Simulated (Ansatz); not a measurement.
WS₂: two-dimensional strain map

Computed with DFT PBEsol, scalar-relativistic, plane waves, PAW in Ansatz. Settings: plane waves to 420 eV, k-mesh 12×12×2 (Γ-centred), Gaussian smearing 0.05 eV. Spin–orbit coupling is left out, which matters for the heavy elements here. No spin polarisation. Energies are free energies at this smearing, counted from the undisturbed cell; pressure is positive in compression.

The starting cell (relaxed at this level; this form isn't the usual structure):

```
W S
1.0
     3.14578    0.00000    0.00000
    -1.57289    2.72432    0.00000
     0.00000    0.00000   16.95342
W S
1 2
Direct
  0.33333 0.66667 0.00000
  0.66667 0.33333 0.90758
  0.66667 0.33333 0.09242
```

The cell holds layers and no dispersion correction was added, so their binding is poorly described.

The cell is strained by p along both x and y and by q along z, fractional coordinates fixed. Points are written (p, q).

Energy above the undisturbed cell in meV/atom (a dash: not computed):

| p \ q | -0.050 | -0.025 | 0.000 | 0.025 | 0.050 |
| --- | --- | --- | --- | --- | --- |
| -0.050 | 247.1 | 169.4 | 119.7 | 95.5 | 94.2 |
| -0.025 | 110.6 | 56.6 | 28.0 | 22.4 | 37.6 |
| 0.000 | 44.6 | 10.8 | 0.0 | 10.1 | 39.1 |
| 0.025 | 37.5 | 20.6 | 24.9 | 48.1 | 88.5 |
| 0.050 | 79.5 | 76.7 | 93.4 | 127.4 | 177.2 |

Pressure in GPa:

| p \ q | -0.050 | -0.025 | 0.000 | 0.025 | 0.050 |
| --- | --- | --- | --- | --- | --- |
| -0.050 | 13.1 | 10.3 | 7.7 | 5.5 | 3.5 |
| -0.025 | 7.9 | 5.5 | 3.4 | 1.6 | 0.0 |
| 0.000 | 3.7 | 1.7 | 0.0 | -1.5 | -2.8 |
| 0.025 | 0.3 | -1.3 | -2.7 | -3.9 | -4.9 |
| 0.050 | -2.3 | -3.6 | -4.7 | -5.7 | -6.5 |

Gap on the k-mesh in eV:

```csv
p \ q,-0.050,-0.025,0.000,0.025,0.050
-0.050,2.30,2.11,1.94,1.77,1.61
-0.025,1.94,2.13,1.99,1.82,1.67
0.000,1.43,1.76,1.94,1.86,1.71
0.025,1.00,1.31,1.59,1.75,1.74
0.050,0.66,0.94,1.20,1.44,1.59
```